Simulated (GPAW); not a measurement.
Consider ZnSe (zinc-blende (ZnSe)1-x(CdSe)x, x = 0, F-43m).

```xyz
16
Lattice="0.0000 5.6680 5.6680 5.6680 0.0000 5.6680 5.6680 5.6680 0.0000" Properties=species:S:1:pos:R:3 pbc="T T T"
Zn    0.0000    0.0000    0.0000
Se    1.4170    1.4170    1.4170
Zn    2.8340    2.8340    0.0000
Se    4.2510    4.2510    1.4170
Zn    2.8340    0.0000    2.8340
Se    4.2510    1.4170    4.2510
Zn    5.6680    2.8340    2.8340
Se    7.0850    4.2510    4.2510
Zn    0.0000    2.8340    2.8340
Se    1.4170    4.2510    4.2510
Zn    2.8340    5.6680    2.8340
Se    4.2510    7.0850    4.2510
Zn    8.5020    8.5020    5.6680
Se    4.2510    4.2510    7.0850
Zn    5.6680    5.6680    5.6680
Se    7.0850    7.0850    7.0850
```

Absorber: atom 2, with 4 Zn at 2.45 Å (tetrahedral). Method: GPAW, revPBE, excited-electron core hole (neutral cell), 16-atom cell with 8.0 Å between holes, 4×4×4 k points, dipole transitions, Gaussian full width 2.33 eV up to 4 eV, rising linearly to 3.5 eV at 25 eV.

Question: What does the Se K edge look like?

Main maxima up to 28 eV above the zero (height): 6.8 eV (1.47), 15.0 eV (0.98), 22.6 eV (0.95) and 26.6 eV (1.07). A K edge sees empty p states on the absorber. 

The Se K spectrum (energy from the bottom of the conduction band, which holds the excited electron; intensity scaled to a mean of 1 over the first 20 eV):

```csv
E (eV),intensity
-2.0,0.00
-1.4,0.01
-0.8,0.03
-0.2,0.10
0.4,0.26
1.0,0.54
1.6,0.89
2.2,1.18
2.8,1.35
3.4,1.39
4.0,1.39
4.6,1.38
5.2,1.38
5.8,1.41
6.4,1.46
7.0,1.46
7.6,1.38
8.2,1.24
8.8,1.10
9.4,0.94
10.0,0.78
10.6,0.65
11.2,0.59
11.8,0.61
12.4,0.69
13.0,0.79
13.6,0.89
14.2,0.96
14.8,0.98
15.4,0.98
16.0,0.96
16.6,0.94
17.2,0.94
17.8,0.93
18.4,0.91
19.0,0.86
19.6,0.83
20.2,0.82
20.8,0.85
21.4,0.90
22.0,0.94
22.6,0.95
23.2,0.94
23.8,0.93
24.4,0.93
25.0,0.97
25.6,1.02
26.2,1.07
26.8,1.07
27.4,1.02
28.0,0.94
28.6,0.85
```

The script folds with a Gaussian, whereas the core hole's own line is a Lorentzian, so the onset is too steep and the first peak too high.

[Banner, clock and machine lines of the logs are left out without a mark of their own.]

[Logs are printed without paths, hosts, clocks, repeated set-up lines and the standing remarks that a program may print on its own settings, such as how far it seeks lower states.]

[Hosts, paths, dates, database ids (printed as entryN), source tags and the programs' standing remarks are cut or masked in the printed files.]

[Lists of maxima count a maximum above −3 eV only where it reaches 4 % of the highest in the window and stands out from its surroundings by 2 % of it (1.5 % where it reaches 55 %); shoulders and weaker maxima are passed over, and of the rest the first, up to two pre-edge ones and the few strongest are named.]
